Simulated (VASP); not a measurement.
Ge:

```
Ge
1.0
     0.00000    2.82891    2.82891
     2.82891    0.00000    2.82891
     2.82891    2.82891    0.00000
Ge
2
Direct
  0.75000 0.75000 0.75000
  0.50000 0.50000 0.50000
```

* Program: VASP 6.6.1
* Task: relaxation of cell and atoms
* Functional: BLYP
* Dispersion: D3(BJ)
* Potentials or basis: VASP PAW PBE potentials, release 64 (Ge_d)
* Cutoff: 600 eV
* k mesh: 8 × 8 × 8
* Occupations: fermi-dirac, width 0.05 eV
* Spin: no spin polarisation

At the start: pressure 2.4 GPa; volume 22.64 Å³/atom.

**Question.** Where does the relaxation end?

**Answer.** Over 17 steps the energy falls by 6.4 meV/atom and the volume is 23.53 Å³/atom (+3.9 %); space group Fd-3m (No. 227, to 0.05 Å).

The path:
| step | energy change (eV) | largest force (eV/Å) | pressure (GPa) | volume (Å³) |
| --- | --- | --- | --- | --- |
| 1 | 0.0000 | 0.0000 | 2.37 | 45.28 |
| 2 | -0.0120 | 0.0000 | -0.48 | 47.51 |
| 3 | -0.0128 | 0.0000 | -0.12 | 47.07 |
| 4 | -0.0127 | 0.0000 | 0.04 | 46.98 |
| 5 | -0.0128 | 0.0000 | -0.23 | 47.01 |
| 6 | -0.0125 | 0.0000 | 0.33 | 46.79 |
| 7 | -0.0127 | 0.0000 | 0.09 | 46.92 |
| 8 | -0.0127 | 0.0000 | -0.10 | 46.95 |
| 9 | -0.0127 | 0.0000 | 0.14 | 46.93 |
| 10 | -0.0127 | 0.0000 | 0.11 | 46.94 |
| 11 | -0.0127 | 0.0000 | 0.15 | 46.94 |
| 12 | -0.0127 | 0.0000 | 0.11 | 46.95 |
| 13 | -0.0128 | 0.0000 | 0.04 | 47.04 |
| 14 | -0.0128 | 0.0000 | -0.38 | 47.08 |
| 15 | -0.0128 | 0.0000 | 0.29 | 47.04 |
| 16 | -0.0128 | 0.0000 | -0.16 | 47.06 |
| 17 | -0.0128 | 0.0000 | 0.00 | 47.05 |

Final structure:
```
Ge
1.0
     0.00000    2.86543    2.86543
     2.86543    0.00000    2.86543
     2.86543    2.86543    0.00000
Ge
2
Direct
  0.75000 0.75000 0.75000
  0.50000 0.50000 0.50000
```

The cell as given is a measured one (22.64 Å³/atom); BLYP+D3(BJ) puts the equilibrium volume +3.9 % from it, thermal expansion not counted.

Caveat: the PAW data sets were made with another functional, which shifts forces and pressure a little; pairwise dispersion overbinds metals, which lowers pressure and volume.
